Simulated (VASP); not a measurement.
# AlP (F-43m) in VASP: single point with PBE

Aim: the single point of AlP with PBE.

All numbers are computed with VASP 6.6.1; they aren't measurements. Logs are shortened: lines on timing, memory, paths and dates and some standing lists are left out, and cuts for length are marked.

**Measured values to compare with.**

From a printed reference work, data compilation, for a bulk crystal of AlP at 4.2 K: band gap 2.505 eV (indirect).

The results are compared with them further down.

## Step 1: The cell of the first run

It takes space group F-43m (No. 216, cubic). Conventional cell: a = 5.451 Å, b = 5.451 Å, c = 5.451 Å, α = 90.00°, β = 90.00°, γ = 90.00°. Al (site symmetry -43m) has 4 P at 2.36 Å within 3.1 Å. P (site symmetry -43m) has 4 Al at 2.36 Å within 3.1 Å.

## Step 2: Single point, PBE

The input, INCAR:

```
SYSTEM = AlP
PREC = Accurate ; ENCUT = 500
EDIFF = 1E-6 ; ISMEAR = 0
SIGMA = 0.01 ; LREAL = .False.
LASPH = .True. ; NELM = 120
ALGO = Normal ; ISIF = 2
LWAVE = .False. ; LCHARG = .False.
GGA = PE ; NBANDS = 11
GGA_COMPAT = .False.
```

The input, KPOINTS:

```
regular mesh
0
Gamma
  7 7 7
  0 0 0
```

The input, POSCAR:

```
AlP
1.0
    0.0000000000      2.7255000000      2.7255000000
    2.7255000000      0.0000000000      2.7255000000
    2.7255000000      2.7255000000      0.0000000000
Al P
1 1
Direct
    0.0000000000      0.0000000000      0.0000000000
    0.2500000000      0.2500000000      0.2500000000
```

Potentials or basis: VASP PAW PBE potentials, release 64 (Al, P).

Run with:

```
$ cat potpaw_PBE.64/Al/POTCAR potpaw_PBE.64/P/POTCAR > POTCAR
$ mpirun -np 1 vasp_std > vasp.out
```

OUTCAR:

```text
SYSTEM = AlP
   PREC = Accurate
   ENCUT = 500
   EDIFF = 1E-6
   ISMEAR = 0
   LREAL = .False.
   LASPH = .True.
   NELM = 120
   ISIF = 2
   GGA = PE

 ion  position               nearest neighbor table
   1  0.000  0.000  0.000-   2 2.36   2 2.36   2 2.36   2 2.36
   2  0.250  0.250  0.250-   1 2.36   1 2.36   1 2.36   1 2.36

  LATTYP: Found a face centered cubic cell.
 ALAT       =     5.4510000000

  Lattice vectors:

 A1 = (   0.0000000000,   2.7255000000,   2.7255000000)
 A2 = (   2.7255000000,   0.0000000000,   2.7255000000)
 A3 = (   2.7255000000,   2.7255000000,   0.0000000000)

Analysis of symmetry for initial positions (statically):
=====================================================================
 Subroutine PRICEL returns:
 Original cell was already a primitive cell.

 Routine SETGRP: Setting up the symmetry group for a
 face centered cubic supercell.

 Subroutine GETGRP returns: Found 24 space group operations
 (whereof 24 operations were pure point group operations)
 out of a pool of 48 trial point group operations.

The static configuration has the point symmetry T_d .

Analysis of symmetry for dynamics (positions and initial velocities):
=====================================================================
 Subroutine PRICEL returns:
 Original cell was already a primitive cell.

 Routine SETGRP: Setting up the symmetry group for a
 face centered cubic supercell.

 Subroutine GETGRP returns: Found 24 space group operations
 (whereof 24 operations were pure point group operations)
 out of a pool of 48 trial point group operations.

The dynamic configuration has the point symmetry T_d .

 Subroutine INISYM returns: Found 24 space group operations
 (whereof 24 operations are pure point group operations),
 and found     1 'primitive' translations

----------------------------------------------------------------------------------------

                                     Primitive cell

  volume of cell :      40.4919

  direct lattice vectors                    reciprocal lattice vectors
     0.000000000  2.725500000  2.725500000    -0.183452578  0.183452578  0.183452578
     2.725500000  0.000000000  2.725500000     0.183452578 -0.183452578  0.183452578
     2.725500000  2.725500000  0.000000000     0.183452578  0.183452578 -0.183452578

  length of vectors
     3.854439064  3.854439064  3.854439064     0.317749185  0.317749185  0.317749185

  position of ions in fractional coordinates (direct lattice)
     0.000000000  0.000000000  0.000000000
[... 80 lines left out ...]
   ISYM   =      2    0-nonsym 1-usesym 2-fastsym
   POTIM  = 0.5000    time-step for ionic-motion
   TEBEG  =    0.0;   TEEND  =   0.0 temperature during run
   PSTRESS=    0.0 pullay stress
   NELECT =       8.0000    total number of electrons
   NUPDOWN=      -1.0000    fix difference up-down
   EMIN   =  10.00;   EMAX   =-10.00  energy-range for DOS
   EFERMI =   0.00;   METHOD = LEGACY
   ISMEAR =     0;   SIGMA  =   0.01  broadening in eV -4-tet -1-fermi 0-gaus
   EFERMI_NEDOS =   21; number of points for ismear=-14 and -15
   IALGO  =     38    algorithm
   IMIX   =      4    mixing-type and parameters
     AMIX     =   0.40;   BMIX     =  1.00
     AMIX_MAG =   1.60;   BMIX_MAG =  1.00
  volume/ion in A,a.u.               =      20.25       136.63
  Fermi-wavevector in a.u.,A,eV,Ry     =   0.953488  1.801831 12.369596  0.909140
  Thomas-Fermi vector in A             =   2.082148
   LORBIT       =      0    0 simple, 1 ext, 2 COOP (PROOUT), +10 PAW based schemes
   GGA     = PE    functional components
   LHFCALC =     F    Hartree Fock is set to
   AEXX    =    0.0000 exact exchange contribution
   IVDW    =     0    specifies the selected vdW correction
   LEPSILON=     F    determine dielectric tensor
   LRPA    =     F    only Hartree local field effects (RPA)
 non-spin polarized calculation
 Gauss-broadening in eV      SIGMA  =   0.01
  energy-cutoff  :      500.00
  volume of cell :       40.49
 maximum number of plane-waves:      1040
   NGX = 13   NGY = 13   NGZ = 13

 number of electron       8.0000000 magnetization

 Free energy of the ion-electron system (eV)
  ---------------------------------------------------
  ext. energy  EPLUGINS =         0.00000000
  ---------------------------------------------------
  free energy    TOTEN  =       -10.36488638 eV

  energy without entropy =      -10.36488638  energy(sigma->0) =      -10.36488638

 E-fermi :   4.7403     XC(G=0):  -9.2276

 val. band max:        4.6271335538   @ k =   0.0000   0.0000   0.0000
 cond. band min:       6.3250879520   @ k =   0.4286   0.4286   0.0000
 fundamental gap:      1.6979543982
 Fermi energy:         4.7403278788

 k-point     1 :       0.0000    0.0000    0.0000
  band No.  band energies     occupation
      1      -6.9069      2.00000
      2       4.6271      2.00000
      3       4.6271      2.00000
      4       4.6271      2.00000
      5       7.9753      0.00000
      6       9.1948      0.00000
      7       9.1948      0.00000
      8       9.1948      0.00000
      9      13.4669      0.00000
     10      13.4669      0.00000
     11      14.9523      0.00000
[... 253 lines left out ...]
 k-point    20 :      -0.2857    0.4286    0.1429
  band No.  band energies     occupation
      1      -4.5666      2.00000
      2      -0.3117      2.00000
      3       1.2217      2.00000
      4       2.3419      2.00000
      5       8.2993      0.00000
      6      10.3208      0.00000
      7      11.4516      0.00000
      8      11.7361      0.00000
      9      14.8001      0.00000
     10      15.8835      0.00000
     11      18.6491      0.00000

------------------------ aborting loop because EDIFF is reached ----------------------------------------

  FORCE on cell =-STRESS in cart. coord.  units (eV):
  Direction    XX          YY          ZZ          XY          YZ          ZX
  --------------------------------------------------------------------------------------
  -------------------------------------------------------------------------------------
  Total        0.6700060      0.6700060      0.6700060      0.0000000      0.0000000      0.0000000
  in kB       26.5106694     26.5106694     26.5106694      0.0000000      0.0000000      0.0000000
  external PRESSURE =      26.5106694 kB  Pullay stress =       0.0000000 kB

 VOLUME and BASIS-vectors are now :
 -----------------------------------------------------------------------------
  energy-cutoff  :      500.00
  volume of cell :       40.49
      direct lattice vectors                 reciprocal lattice vectors
     0.000000000  2.725500000  2.725500000    -0.183452578  0.183452578  0.183452578
     2.725500000  0.000000000  2.725500000     0.183452578 -0.183452578  0.183452578
     2.725500000  2.725500000  0.000000000     0.183452578  0.183452578 -0.183452578

 POSITION                                       TOTAL-FORCE (eV/Angst)
 -----------------------------------------------------------------------------------
      0.00000      0.00000      0.00000         0.000000      0.000000      0.000000
      1.36275      1.36275      1.36275        -0.000000     -0.000000      0.000000
 -----------------------------------------------------------------------------------
    total drift:                               -0.000000     -0.000000     -0.000000

  FREE ENERGIE OF THE ION-ELECTRON SYSTEM (eV)
  ---------------------------------------------------
  free  energy   TOTEN  =       -10.3648863820 eV

  energy  without entropy=      -10.3648863820  energy(sigma->0) =      -10.36488638
```

OSZICAR:

```text
N       E                     dE             d eps       ncg     rms          rms(c)
DAV:   1     0.115917283145E+02    0.11592E+02   -0.30029E+03   440   0.533E+02
DAV:   2    -0.990120700054E+01   -0.21493E+02   -0.20375E+02   565   0.910E+01
DAV:   3    -0.107107892849E+02   -0.80958E+00   -0.80838E+00   538   0.169E+01
DAV:   4    -0.107177556701E+02   -0.69664E-02   -0.69654E-02   535   0.193E+00
DAV:   5    -0.107178760996E+02   -0.12043E-03   -0.12043E-03   565   0.229E-01    0.454E+00
DAV:   6    -0.104083522590E+02    0.30952E+00   -0.61324E-01   499   0.292E+00    0.290E+00
DAV:   7    -0.103643874098E+02    0.43965E-01   -0.22154E-01   532   0.191E+00    0.145E+00
DAV:   8    -0.103648110293E+02   -0.42362E-03   -0.15232E-02   511   0.603E-01    0.229E-01
DAV:   9    -0.103647281185E+02    0.82911E-04   -0.72957E-04   512   0.150E-01    0.914E-02
DAV:  10    -0.103648804865E+02   -0.15237E-03   -0.22014E-04   500   0.786E-02    0.103E-02
DAV:  11    -0.103648857060E+02   -0.52195E-05   -0.23579E-05   565   0.225E-02    0.961E-03
DAV:  12    -0.103648863820E+02   -0.67598E-06   -0.14920E-06   509   0.677E-03
   1 F= -.10364886E+02 E0= -.10364886E+02  d E =-.111453E-59
```

It took 4.7 s on 1 thread of Intel Xeon Platinum 8488C (Sapphire Rapids), shared host; peak memory 0.14 GiB.

What came out:

| Item | Value |
| --- | --- |
| Free energy | -10.3649 eV |
| Pressure | 2.7 GPa |
| Band gap on the k mesh | 1.70 eV, indirect (least direct gap 3.35 eV) |

## Step 3: Comparison with measurements

Step 2. Against the measured gap of AlP, 2.505 eV (indirect; 4.2 K; a printed reference work, data compilation), the calculated 1.70 eV is off by -0.81 eV. The value is that of PBE on a finite k mesh, which can miss the band edges, without temperature or zero-point motion. Semilocal functionals fall short of measured gaps as a rule.
